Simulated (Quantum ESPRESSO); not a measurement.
# Ti (P6_3/mmc) in Quantum ESPRESSO: a series of runs, part 2 of 2

Quantum ESPRESSO 7.5. Earlier steps stand in the parts before.

## 3. Wannier functions, LDA

Contents of pw.in:

```
&CONTROL
  calculation = 'scf'
  prefix = 'pwscf'
  outdir = './tmp'
  pseudo_dir = './pseudo'
  tprnfor = .true.
  tstress = .true.
  disk_io = 'low'
/
&SYSTEM
  ibrav = 0
  celldm(1) = 8
  nat = 2
  ntyp = 1
  ecutwfc = 84
  nbnd = 19
  occupations = 'smearing'
  smearing = 'fd'
  degauss = 0.00367493
/
&ELECTRONS
  conv_thr = 4d-10
  electron_maxstep = 120
  mixing_beta = 0.5
/
ATOMIC_SPECIES
Ti    47.8670 Ti.upf
CELL_PARAMETERS alat
  0.6968365084558   0.0000000000000   0.0000000000000
 -0.3484182542279   0.6034781186156   0.0000000000000
  0.0000000000000   0.0000000000000   1.1054897829061
ATOMIC_POSITIONS crystal
Ti     0.6666666667    0.3333333333    0.7500000000
Ti     0.3333333333    0.6666666667    0.2500000000
K_POINTS automatic
8 8 5 0 0 0
```

nscf.in is that of step 2.

Contents of pw2wan.in:

```
&INPUTPP
  prefix = 'pwscf'
  outdir = './tmp'
  seedname = 'w'
  write_mmn = .true.
  write_amn = .true.
/
```

bands.in is that of step 2.

Changes to w.win since step 2:

```diff
@@ -7,3 +7,3 @@
 dis_conv_tol = 1.0d-9
-num_iter = 1200
+num_iter = 0
 search_shells = 100
```

Potentials or basis: PseudoDojo 0.4.1 SR LDA standard.

Launch:

```sh
$ OMP_NUM_THREADS=1 pw.x -in pw.in > pw.out
$ OMP_NUM_THREADS=1 pw.x -in nscf.in > nscf.out
$ wannier90.x -pp w
$ OMP_NUM_THREADS=1 pw2wannier90.x -in pw2wan.in > pw2wan.out
$ wannier90.x w
$ OMP_NUM_THREADS=1 pw.x -in bands.in > bands.out
```

pw.out:

```text
This program is part of the open-source Quantum ESPRESSO suite
     for quantum simulation of materials; please cite
[... 9 lines left out ...]
     --------------------
     sticks:   dense  smooth     PW     G-vecs:    dense   smooth      PW
     Sum         721     721    211                24711    24711    3981

     Using Slab Decomposition

     bravais-lattice index     =            0
     lattice parameter (alat)  =       8.0000  a.u.
     unit-cell volume          =     238.0220 (a.u.)^3
     number of atoms/cell      =            2
     number of atomic types    =            1
     number of electrons       =        24.00
     number of Kohn-Sham states=           19
     kinetic-energy cutoff     =      84.0000  Ry
     charge density cutoff     =     336.0000  Ry
     scf convergence threshold =      4.0E-10
     mixing beta               =       0.5000
     number of iterations used =            8  plain     mixing
     Exchange-correlation= SLA  PW   NOGX NOGC
                           (   1   4   0   0   0   0   0)

     celldm(1)=   8.000000  celldm(2)=   0.000000  celldm(3)=   0.000000
     celldm(4)=   0.000000  celldm(5)=   0.000000  celldm(6)=   0.000000

     crystal axes: (cart. coord. in units of alat)
               a(1) = (   0.696837   0.000000   0.000000 )
               a(2) = (  -0.348418   0.603478   0.000000 )
               a(3) = (   0.000000   0.000000   1.105490 )

     reciprocal axes: (cart. coord. in units 2 pi/alat)
               b(1) = (  1.435057  0.828530 -0.000000 )
               b(2) = (  0.000000  1.657061  0.000000 )
               b(3) = (  0.000000 -0.000000  0.904576 )

     PseudoPot. # 1 for Ti read from file:
     Ti.upf
     Pseudo is Norm-conserving + core correction, Zval = 12.0
     Generated using ONCVPSP code by D. R. Hamann
     Using radial grid of 1568 points,  6 beta functions with:
                l(1) =   0
                l(2) =   0
                l(3) =   1
                l(4) =   1
                l(5) =   2
                l(6) =   2

     atomic species   valence    mass     pseudopotential
     Ti               12.00    47.86700     Ti( 1.00)

     24 Sym. Ops., with inversion, found (12 have fractional translation)

   Cartesian axes

     site n.     atom                  positions (alat units)
         1        Ti     tau(   1) = (   0.3484183   0.2011594   0.8291173  )
         2        Ti     tau(   2) = (  -0.0000000   0.4023187   0.2763724  )

     number of k points=    30  Fermi-Dirac smearing, width (Ry)=  0.0037
                       cart. coord. in units 2pi/alat
        k(    1) = (   0.0000000   0.0000000   0.0000000), wk =   0.0062500
        k(    2) = (   0.0000000   0.0000000   0.1809153), wk =   0.0125000
        k(    3) = (   0.0000000   0.0000000   0.3618306), wk =   0.0125000
        k(    4) = (   0.0000000   0.2071326   0.0000000), wk =   0.0375000
        k(    5) = (   0.0000000   0.2071326   0.1809153), wk =   0.0750000
        k(    6) = (   0.0000000   0.2071326   0.3618306), wk =   0.0750000
[... 22 lines left out ...]
        k(   29) = (   0.3587642   0.8285305   0.1809153), wk =   0.0750000
        k(   30) = (   0.3587642   0.8285305   0.3618306), wk =   0.0750000

     Dense  grid:    24711 G-vectors     FFT dimensions: (  36,  36,  54)

     Initial potential from superposition of free atoms

     starting charge      23.9973, renormalised to      24.0000
     Starting wfcs are   20 randomized atomic wfcs

     Self-consistent Calculation

     iteration #  1     ecut=    84.00 Ry     beta= 0.50
     Davidson diagonalization with overlap
     ethr =  1.00E-02,  avg # of iterations =  3.0

     Threshold (ethr) on eigenvalues was too large:
     Diagonalizing with lowered threshold

     Davidson diagonalization with overlap
     ethr =  1.82E-04,  avg # of iterations =  4.2

     total energy              =    -237.35680572 Ry
     estimated scf accuracy    <       0.07824395 Ry
[... 57 lines left out ...]
     iteration # 10     ecut=    84.00 Ry     beta= 0.50
     Davidson diagonalization with overlap
     ethr =  8.91E-12,  avg # of iterations =  4.1

     End of self-consistent calculation

          k = 0.0000 0.0000 0.0000 (  3067 PWs)   bands (ev):

   -43.4178 -43.2825 -20.3260 -19.6871 -19.6871 -19.6303 -19.5882 -19.5882
     6.7664  10.2140  13.6042  13.6042  13.6639  13.7077  14.0907  14.0907
    14.4250  14.4250  15.9373
[... 63 lines left out ...]
   -43.2995 -43.2791 -20.1865 -20.1313 -19.8305 -19.7536 -19.7523 -19.7041
    10.0752  10.5310  11.9101  12.2790  13.5009  13.8516  14.1450  14.8926
    15.8974  15.9947  16.0730

          k = 0.0000-0.8285 0.0000 (  3086 PWs)   bands (ev):

   -43.3008 -43.2568 -20.1543 -20.0339 -20.0252 -19.8279 -19.8017 -19.6596
    10.5555  10.7407  11.0397  12.2865  13.3020  13.4519  13.9978  16.1444
    16.3455  16.3720  17.1675

          k = 0.0000-0.8285 0.1809 (  3096 PWs)   bands (ev):

   -43.2966 -43.2610 -20.2073 -20.0952 -19.9384 -19.8120 -19.7722 -19.6759
    10.2800  10.7612  11.6199  11.9020  13.5142  13.8409  14.0457  15.8766
    16.2152  16.3546  16.7667

          k = 0.0000-0.8285 0.3618 (  3110 PWs)   bands (ev):

   -43.2855 -43.2719 -20.2335 -20.1884 -19.8245 -19.7703 -19.7633 -19.7183
    10.2402  10.5271  11.8917  12.1293  13.8759  14.1172  14.4791  14.9950
    16.2511  16.3085  16.3224

          k = 0.1794 0.3107 0.0000 (  3086 PWs)   bands (ev):
[... 85 lines left out ...]
   -43.2741 -43.2684 -20.1555 -20.1340 -19.9584 -19.8947 -19.7425 -19.7211
    11.1241  11.3507  12.0183  12.1413  12.6584  12.8125  14.3456  14.7933
    15.9167  16.0915  18.7306

     the Fermi energy is    12.8667 ev

!    total energy              =    -237.37553507 Ry
     estimated scf accuracy    <          2.9E-12 Ry
     smearing contrib. (-TS)   =      -0.00120521 Ry
     internal energy E=F+TS    =    -237.37432987 Ry

     The total energy is F=E-TS. E is the sum of the following terms:
     one-electron contribution =     -82.64614822 Ry
     hartree contribution      =      48.81281828 Ry
     xc contribution           =     -34.45892193 Ry
     ewald contribution        =    -169.08207799 Ry

     convergence has been achieved in  10 iterations

     Forces acting on atoms (cartesian axes, Ry/au):

     atom    1 type  1   force =    -0.00000000    0.00000000    0.00000000
     atom    2 type  1   force =     0.00000000   -0.00000000    0.00000000

     Total force =     0.000000     Total SCF correction =     0.000000

     Computing stress (Cartesian axis) and pressure

          total   stress  (Ry/bohr**3)                   (kbar)     P=      -96.72
  -0.00064198  -0.00000000   0.00000000          -94.44       -0.00        0.00
  -0.00000000  -0.00064198   0.00000000           -0.00      -94.44        0.00
   0.00000000  -0.00000000  -0.00068859            0.00       -0.00     -101.30

=------------------------------------------------------------------------------=
   JOB DONE.
=------------------------------------------------------------------------------=
```

It took 9.5 min on 1 thread of Arm Neoverse V1, shared host; peak memory 0.28 GiB.

Results:

```
Free energy                   : -3229.6587 eV
Pressure                      : -9.7 GPa
Band gap on the k mesh        : none (metal or under the smearing width)
Total Wannier spread          : 47.63 Å² over 18 functions
RMS miss of the Wannier bands : 0.028 eV
```

Stress tensor (GPa, compression positive):
```
 -9.44   0.00   0.00
  0.00  -9.44   0.00
  0.00   0.00 -10.13
```

Levels at the corners of the path, in eV from the Fermi level:
| point | band 10 | band 11 | band 12 | band 13 | band 14 | band 15 |
| --- | --- | --- | --- | --- | --- | --- |
| Γ | -2.65 | 0.74 | 0.74 | 0.80 | 0.84 | 1.22 |
| M | -2.13 | -1.83 | -0.58 | 0.44 | 0.59 | 1.13 |
| K | -1.36 | -1.36 | -1.26 | 0.19 | 0.19 | 1.45 |
| Γ | -2.65 | 0.74 | 0.74 | 0.80 | 0.84 | 1.22 |
| A | -4.27 | 0.07 | 0.07 | 0.64 | 0.64 | 0.64 |
| L | -2.51 | -0.81 | -0.81 | 1.33 | 1.33 | 1.67 |
| H | -1.21 | -1.09 | -1.09 | -0.20 | -0.20 | 1.61 |
| A | -4.27 | 0.07 | 0.07 | 0.64 | 0.64 | 0.64 |
| L | -2.51 | -0.81 | -0.81 | 1.33 | 1.33 | 1.67 |
| M | -2.13 | -1.83 | -0.58 | 0.44 | 0.59 | 1.13 |
| K | -1.36 | -1.36 | -1.26 | 0.19 | 0.19 | 1.45 |
| H | -1.21 | -1.09 | -1.09 | -0.20 | -0.20 | 1.61 |

Wannier functions:
| function | nearest atom | distance (Å) | spread (Å²) | on-site energy from the reference level (eV) |
| --- | --- | --- | --- | --- |
| 1 | 1 Ti | 0.05 | 4.29 | 8.09 |
| 2 | 1 Ti | 0.64 | 5.52 | 12.43 |
| 3 | 1 Ti | 0.47 | 4.96 | 11.87 |
| 4 | 1 Ti | 0.21 | 4.98 | 12.18 |
| 5 | 1 Ti | 0.01 | 0.80 | 1.40 |
| 6 | 1 Ti | 0.02 | 0.78 | 1.40 |
| 7 | 1 Ti | 0.00 | 0.79 | 1.39 |
| 8 | 1 Ti | 0.02 | 0.77 | 1.44 |
| 9 | 1 Ti | 0.02 | 0.78 | 1.45 |
| 10 | 2 Ti | 0.05 | 4.38 | 8.14 |
| 11 | 2 Ti | 0.75 | 5.83 | 12.50 |
| 12 | 2 Ti | 0.48 | 4.85 | 11.81 |
| 13 | 2 Ti | 0.28 | 4.98 | 12.13 |
| 14 | 2 Ti | 0.01 | 0.78 | 1.41 |
| 15 | 2 Ti | 0.01 | 0.77 | 1.40 |
| 16 | 2 Ti | 0.00 | 0.80 | 1.39 |
| 17 | 2 Ti | 0.02 | 0.78 | 1.44 |
| 18 | 2 Ti | 0.03 | 0.80 | 1.45 |

Parts of the spread (Å²): invariant 14.51, diagonal 2.986, off-diagonal 30.14, total 47.63. Against the direct bands the interpolation misses by 28 meV (root mean square) and 188 meV at most, for states up to 1 eV over the reference level.
